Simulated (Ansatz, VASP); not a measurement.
## TePb: VASP beside Ansatz

```
CELL_PARAMETERS angstrom
0.00000 3.28605 3.28605
3.28605 0.00000 3.28605
3.28605 3.28605 0.00000
ATOMIC_POSITIONS crystal
Te 0.50000 0.50000 0.50000
Pb 0.00000 0.00000 0.00000
```

Alike in both runs: functional PBE; k mesh 8 × 8 × 8; occupations gaussian, width 0.02 eV; no spin polarisation.

Ansatz relaxed the structure, and its values are those at the end. VASP's run is a single point on that final structure, the one shown.

```csv
,VASP,Ansatz
version,VASP 6.6.1,Ansatz 0.2.0
potentials or method,"VASP PAW PBE potentials, release 64 (Te, Pb_d)","scalar-relativistic, plane waves, PAW"
plane-wave cutoff (eV),520,420
valence electrons in the cell,20,30
```

VASP gave:

```
gap on the k mesh at the Fermi level (eV) : 0.83
least direct gap on the mesh (eV)         : 0.83
pressure (GPa)                            : -0.1
```

Task: Which values does Ansatz return?

Result: gap on the k mesh at the Fermi level (eV): 0.83; least direct gap on the mesh (eV): 0.83; pressure (GPa): 0.0.

The two sets of potentials don't hold the same shells in valence.

Caveats: spin-orbit coupling is left out, which as a rule narrows the gap of such compounds by several tenths of an eV. A k mesh can miss the band edges.
